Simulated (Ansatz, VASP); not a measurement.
## Sr: VASP beside Ansatz

The input INCAR:

```
SYSTEM = Sr
ALGO = Normal
EDIFF = 1E-6
ENCUT = 520
GGA = PS
ISIF = 2
ISMEAR = -1
LASPH = .True.
LCHARG = .False.
LREAL = .False.
LWAVE = .False.
NBANDS = 11
NELM = 60
PREC = Accurate
SIGMA = 0.08
```

The input KPOINTS:

```
k-points
0
Gamma
  11 11 11
  0 0 0
```

POSCAR

```
Sr
1.0
   -2.0266193389      2.0266193389      2.0266193389
    2.0266193389     -2.0266193389      2.0266193389
    2.0266193389      2.0266193389     -2.0266193389
Sr
1
Direct
    0.0000000000      0.0000000000      0.0000000000
```

Input for Ansatz:

```yaml
crystal:
  lattice:
    - [-2.0266193389, 2.0266193389, 2.0266193389]
    - [2.0266193389, -2.0266193389, 2.0266193389]
    - [2.0266193389, 2.0266193389, -2.0266193389]
  atoms:
    - { symbol: Sr, position: [0.0, 0.0, 0.0] }
kpoints:
  mp_grid: { grid: [11, 11, 11] }
scf:
  occupations: { method: fermi_dirac, width: 0.08 }
hamiltonian:
  xc: pbesol
  pseudopotentials: { kind: all_electron, lapw: { basis_error: 0.001 } }
output:
  forces: true
  stress: true
  eigenvalues: true
  populations: true
```

Change from the starting cell: volume scaled by 0.65, LAPW.

Alike in both runs: task single point; functional PBEsol; k mesh 11 × 11 × 11; occupations fermi-dirac, width 0.08 eV; no spin polarisation.

|  | VASP | Ansatz |
| --- | --- | --- |
| version | VASP 6.6.1 | Ansatz 0.2.0 |
| potentials or method | VASP PAW PBE potentials, release 64 (Sr_sv) | all-electron LAPW, scalar-relativistic |
| plane-wave cutoff (eV) | 520 | see its input |

Ansatz gave:

| Quantity | Value |
| --- | --- |
| pressure (GPa) | 10.5 |

Question: Estimate VASP's values.

Answer: Pressure (GPa): 10.6.

Ansatz ran all-electron here, so the differences hold the error of VASP's frozen core and of both bases.

Caveats: the PAW data sets were made with another functional, which shifts forces and pressure a little (VASP).
